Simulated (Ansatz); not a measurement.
## PtS2 in Ansatz: the effect of functional

Crystal: PtS2.

```xyz
3
Lattice="3.4953 0.0000 0.0000 -1.7477 3.0270 0.0000 0.0000 0.0000 4.9707" Properties=species:S:1:pos:R:3 pbc="T T T"
Pt    0.0000    0.0000    0.0000
S     1.7477    1.0090    3.8424
S     0.0000    2.0180    1.1283
```

The cell isn't the ideal one: volume scaled by 0.96.

Alike in all runs:

- Program: Ansatz 0.2.0
- Task: single point
- Potentials or basis: Ansatz PAW
- k mesh: 9 × 9 × 5
- Occupations: fermi-dirac, width 0.05 eV
- Spin: no spin polarisation

**Question.** One run gave: gap on the mesh 0.94 eV; pressure 10.9 GPa; largest force 1.47 eV/Å. Which functional did it use?
A. LDA
B. PBEsol
C. r2SCAN

**Answer.** A.

| functional | cutoff | gap on the mesh (eV) | pressure (GPa) | largest force (eV/Å) |
| --- | --- | --- | --- | --- |
| LDA | 420 eV (not typed: the program's choice for these potentials) | 0.94 | 10.9 | 1.47 |
| PBEsol | 420 eV (not typed: the program's choice for these potentials) | 0.99 | 14.0 | 1.63 |
| r2SCAN | 500 eV (not typed: the program's choice for these potentials) | 1.24 | 17.3 | 1.90 |

Caveats: odd divisions of the mesh miss points on the zone boundary, where band edges often lie, so the gap on the mesh can be too wide; spin-orbit coupling is left out, which moves the levels of the heavy elements; the PAW data sets come from PBE, with cores solved anew for the run's functional, which leaves a small shift of forces and pressure; forces of over 1 eV/Å show positions far from the minimum, so gaps and moduli don't describe the material at rest.

A k mesh can miss the band edges.

Runs at the PBE level aren't shown here.
